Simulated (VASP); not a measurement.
AlAs:

```
CELL_PARAMETERS angstrom
0.00000 2.84088 2.84088
2.84088 0.00000 2.84088
2.84088 2.84088 0.00000
ATOMIC_POSITIONS crystal
Al 0.00000 0.00000 0.00000
As 0.25000 0.25000 0.25000
```

Base run:

* Program: VASP 6.6.1
* Functional: PBE
* Potentials or basis: VASP PAW PBE potentials, release 64 (Al, As)
* Cutoff: 520 eV
* k mesh: 6 × 6 × 6
* Occupations: gaussian, width 0.03 eV
* Spin: no spin polarisation

Its results: band gap on the k mesh 1.45 eV, indirect (least direct gap 1.97 eV); pressure 1.9 GPa.

**Question.** The run is repeated on the same cell with these changes: functional from PBE to PBE-EpsX. What comes out?

**Answer.** Band gap on the k mesh 1.97 eV, indirect (least direct gap 2.57 eV); pressure 1.0 GPa.

PBE-EpsX gives the wider gap, since exact exchange removes part of the self-interaction.

Caveats: the PAW data sets were made with another functional, which shifts forces and pressure a little (some runs).
